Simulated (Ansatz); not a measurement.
Runs of Ansatz 0.2.0 on Co. The structure is hexagonal, space group P6_3/mmc (No. 194). The conventional cell has a = 2.472 Å, b = 2.472 Å, c = 4.021 Å, α = 90.00°, β = 90.00°, γ = 120.00°. Co (site symmetry -6m2) has 12 Co at 2.47 Å as nearest neighbours. 

```csv
spin,fixed moment (μB),pressure (GPa)
"collinear, ferromagnetic start",2.0,-2.8
"collinear, ferromagnetic start",4.0,(a)
"collinear, ferromagnetic start",4.8,25.4
"collinear, ferromagnetic start",3.0,(b)
"collinear, ferromagnetic start",1.0,-6.0
```

Alike in all rows: task single point; level PBE; potentials or basis all-electron LAPW, scalar-relativistic; cell as given; k mesh 12 × 12 × 7; cutoff (eV) 315; smearing fermi-dirac 0.05 eV; basis error allowed 0.001 eV/atom.

Question: Fill in the values left out.

Answer: (a) 13.3; (b) 2.8.

Caveats: the total moment is fixed, so each spin has its own Fermi level.
